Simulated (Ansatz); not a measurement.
**Property card for Te2Mo**

The calculation used Ansatz 0.2.0, DFT r2SCAN, scalar-relativistic, plane waves, PAW.

Cutoff 500 eV; k points 6×10×4 on the computed 12-atom cell (Γ-centred); Gaussian smearing, width 0.10 eV; no spin polarisation.

The structure is relaxed at this level of theory with its symmetry kept.

```
CELL_PARAMETERS angstrom
6.34114 0.00000 0.14790
0.00000 3.49583 0.00000
-0.62538 0.00000 14.90922
ATOMIC_POSITIONS crystal
Te 0.57321 0.75000 0.36244
Te 0.42679 0.25000 0.63756
Te 0.57632 0.25000 0.09805
Te 0.42368 0.75000 0.90195
Te 0.08481 0.75000 0.13759
Te 0.91519 0.25000 0.86241
Te 0.06757 0.25000 0.40193
Te 0.93243 0.75000 0.59807
Mo 0.32010 0.75000 0.50674
Mo 0.67990 0.25000 0.49326
Mo 0.18050 0.25000 0.00681
Mo 0.81950 0.75000 0.99319
```

| Quantity | Value |
| --- | --- |
| Space group | P2_1/m (No. 11) |
| Volume per atom | 186.0 bohr³ |
| Formation energy from the elements' standard states (uncorrected) | -0.291 eV/atom |
| Generalised Kohn–Sham band gap | none (metal) |
| Density of states at the Fermi level | 1.50 states/eV per cell |
| Löwdin character within 0.5 eV of the Fermi level | Te 5p 49 %, Mo 4d 47 % |

Spin-orbit coupling is left out, which matters for the bands of heavy elements. The cell holds layers, and where no dispersion correction was added their binding is poorly described.

Cost: 1 run of about 11 core-minutes, on Intel Xeon 6975P-C (Granite Rapids) (shared hosts).